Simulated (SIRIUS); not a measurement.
**Fe under changes of volume**

One of the cells (12.019 Å³/atom); the others are scaled copies at fixed shape and fractional positions:

```
Fe
1.0
    -1.44300    1.44300    1.44300
     1.44300   -1.44300    1.44300
     1.44300    1.44300   -1.44300
Fe
1
Cartesian
  0.0000 0.0000 0.0000
```

```yaml
Program: SIRIUS 7.12.0
Functional: AM05
Potentials_or_basis: all-electron FP-LAPW
Cutoff: 205 eV
Basis: apw+lo standard
k_mesh: 13 × 13 × 13
Occupations: fermi-dirac, width 0.05 eV
Spin: collinear spin, ferromagnetic start
Starting_moments: "[3.0] μB"
```

```csv
volume (Å³/atom),energy over the lowest point (meV/atom),moment (μB per cell)
11.298,0.00,2.15
11.538,18.26,2.20
11.778,40.72,2.26
12.019,66.36,2.32
12.259,?,?
12.499,125.03,2.48
12.740,155.90,2.56
```

Task: What does the run at 12.259 Å³/atom give?

Result: Energy over the lowest point 94.82 meV/atom; moment 2.39 μB per cell.

Worked out: A Birch-Murnaghan fit of order 3 (a polynomial in V^(-2/3)) to the other rows has no minimum within the range. It gives 94.87 meV/atom at 12.259 Å³/atom, against the run's 94.82. A parabola through the other rows of the moment, of slope 0.316 μB per Å³/atom there, gives 2.40 μB, against the run's 2.39.

Energies are extrapolated to zero smearing.
